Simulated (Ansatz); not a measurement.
# SnTe (zincblende type): the cost of one run

Computed with Ansatz 0.2.0 (DFT PBE, with the methods named in each step, unless a step's input says otherwise).

## (1) The system as given

It takes space group F-43m (No. 216, cubic). The conventional cell has a = 6.214 Å, b = 6.214 Å, c = 6.214 Å, α = 90.00°, β = 90.00°, γ = 90.00°. Sn (site symmetry -43m) has 4 Te at 2.69 Å as nearest neighbours. Te (site symmetry -43m) is surrounded by 4 Sn at 2.69 Å.

Coordinates:

```cif
data_structure
_symmetry_space_group_name_H-M 'P 1'
_symmetry_Int_Tables_number 1
_cell_length_a 4.3943
_cell_length_b 4.3943
_cell_length_c 4.3943
_cell_angle_alpha 60.000
_cell_angle_beta 60.000
_cell_angle_gamma 60.000
_cell_volume 60.00
loop_
_atom_site_label
_atom_site_type_symbol
_atom_site_fract_x
_atom_site_fract_y
_atom_site_fract_z
_atom_site_occupancy
Sn1 Sn 0.00000 0.00000 0.00000 1
Te1 Te 0.25000 0.25000 0.25000 1
```

Whether this phase is the stable one at these pressures isn't tested.

Atoms are numbered in the order of the input: Sn1, Te2.

## (2) Cell relaxed at zero pressure, PAW

input.yaml reads:

```yaml
crystal:
  lattice:
    - [0.0, 3.107232506, 3.107232506]
    - [3.107232506, 0.0, 3.107232506]
    - [3.107232506, 3.107232506, 0.0]
  atoms:
    - { symbol: Sn, position: [0.0, 0.0, 0.0] }
    - { symbol: Te, position: [0.25, 0.25, 0.25] }
kpoints:
  mp_grid: { grid: [12, 12, 12] }
scf:
  occupations: { method: fermi_dirac, width: 0.08 }
hamiltonian:
  xc: pbe
  pseudopotentials: { kind: paw }
output:
  forces: true
  stress: true
  write_density: true
  write_potential: true
  elf: true
  volumetric_format: npy
relax:
  f_tol: 0.005
  max_steps: 40
  cell: {}
```

On the command line:

```bash
ansatz run input.yaml --threads 1 --pin off --max-ram 2048MiB --backend cpu --events-out ev --progress --plain --runs-dir out
```

Q: Estimate wall time and peak memory on 1 thread of Intel Xeon Platinum 8488C (Sapphire Rapids), shared host.

About 1.9 min, with a peak of 0.54 GiB.
